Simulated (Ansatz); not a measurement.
**Al2Au: band structure with PBEsol**

The system is Al2Au.

```
Au Al
1.0
     0.00000    3.00000    3.00000
     3.00000    0.00000    3.00000
     3.00000    3.00000    0.00000
Au Al
1 2
Direct
  0.00000 0.00000 0.00000
  0.75000 0.75000 0.75000
  0.25000 0.25000 0.25000
```

- Program: Ansatz 0.2.0
- Task: band structure
- Functional: PBEsol
- Potentials or basis: all-electron LAPW, relativistic spinors
- Cutoff: 228 eV (chosen from the basis error)
- Basis error allowed: 0.002 eV/atom
- k mesh: 6 × 6 × 6
- Occupations: fermi-dirac, width 0.05 eV
- Spin: spin-orbit coupling, no magnetisation

The pressure is -0.6 GPa and the band gap along the path is none (metal or under the smearing width).

Levels at the corners of the path, in eV from the Fermi level:
| point | band 63 | band 64 | band 65 | band 66 | band 67 | band 68 | band 69 | band 70 |
| --- | --- | --- | --- | --- | --- | --- | --- | --- |
| Γ | 2.24 | 2.24 | 3.31 | 3.31 | 3.31 | 3.31 | 3.81 | 3.81 |
| X | -2.37 | -2.37 | -1.95 | -1.95 | 1.32 | 1.32 | 2.05 | 2.05 |
| W | -3.90 | -3.90 | -2.20 | -2.20 | 4.08 | 4.08 | 4.18 | 4.18 |
| K | -3.37 | -3.37 | -1.40 | -1.40 | 1.85 | 1.85 | 4.34 | 4.34 |
| Γ | 2.24 | 2.24 | 3.31 | 3.31 | 3.31 | 3.31 | 3.81 | 3.81 |
| L | -0.01 | -0.01 | 0.59 | 0.59 | 3.23 | 3.23 | 3.61 | 3.61 |
| U | -3.37 | -3.37 | -1.40 | -1.40 | 1.85 | 1.85 | 4.34 | 4.34 |
| W | -3.90 | -3.90 | -2.20 | -2.20 | 4.08 | 4.08 | 4.18 | 4.18 |

Run time: 78 s on 2 threads of Arm Neoverse V1, with other jobs on the host, peak memory 0.56 GiB.

Caveat: the k mesh is thin for a metal, which can move the energy by tens of meV per atom.
